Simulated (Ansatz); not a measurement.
# HfO2 at a changed volume: Electric field gradients

The cell is a COD entry, relaxed with PBE at fixed cell and then changed (volume scaled by 1.02, ions relaxed).

Space group P2_1/c (No. 14); a = 5.1519, b = 5.2200, c = 5.3191 Å, β = 99.35°.

| site | Wyckoff | site symmetry | x | y | z |
| --- | --- | --- | --- | --- | --- |
| Hf | 4e | 1 | 0.2760 | 0.0423 | 0.2083 |
| O5 | 4e | 1 | 0.4485 | 0.7577 | 0.4781 |
| O9 | 4e | 1 | 0.0693 | 0.3324 | 0.3452 |

One atom of each set is listed.

Level of theory: DFT, PBE, plane waves and PAW, scalar-relativistic, 420 eV cutoff, Γ-centred 6×6×6 k-points, Fermi–Dirac smearing 0.02 eV (Ansatz 0.2.0).

V_zz is the principal component of the electric field gradient with the largest magnitude, η = (V_xx − V_yy)/V_zz and C_Q = eQV_zz/h.

¹⁷⁹Hf: I = 9/2, Q = 3793 mb; O-17: I = 5/2, Q = -25.58 mb. Nuclear quadrupole moments: year-2017 set (Pyykkö).

```json
{"site": "Hf", "atoms": "4", "first shell": "7 O at 2.05–2.26 Å", "V_zz (10²¹ V/m²)": "12.24", "η": "0.14", "C_Q (MHz)": "1123"}
{"site": "O5", "atoms": "4", "first shell": "4 Hf at 2.15–2.26 Å", "V_zz (10²¹ V/m²)": "1.07", "η": "0.92", "C_Q (MHz)": "-0.659"}
{"site": "O9", "atoms": "4", "first shell": "3 Hf at 2.05–2.15 Å", "V_zz (10²¹ V/m²)": "1.34", "η": "0.99", "C_Q (MHz)": "-0.829"}
```

Without spin–orbit coupling the gradients at and beside Hf can be off by some per cent, at some sites by more. Where η is near 1 the sign of V_zz means little.

The relaxation (4 steps) took 43 s of wall time (2.7 min of CPU time) and 1.3 GiB at its peak, on 4 threads of Intel Xeon Platinum 8375C CPU @ 2.90GHz (Ice Lake) (x86_64; 16 cores open to the job, memory cap 8.0 GiB, no GPU), a shared host with a load of 0.6 a core.
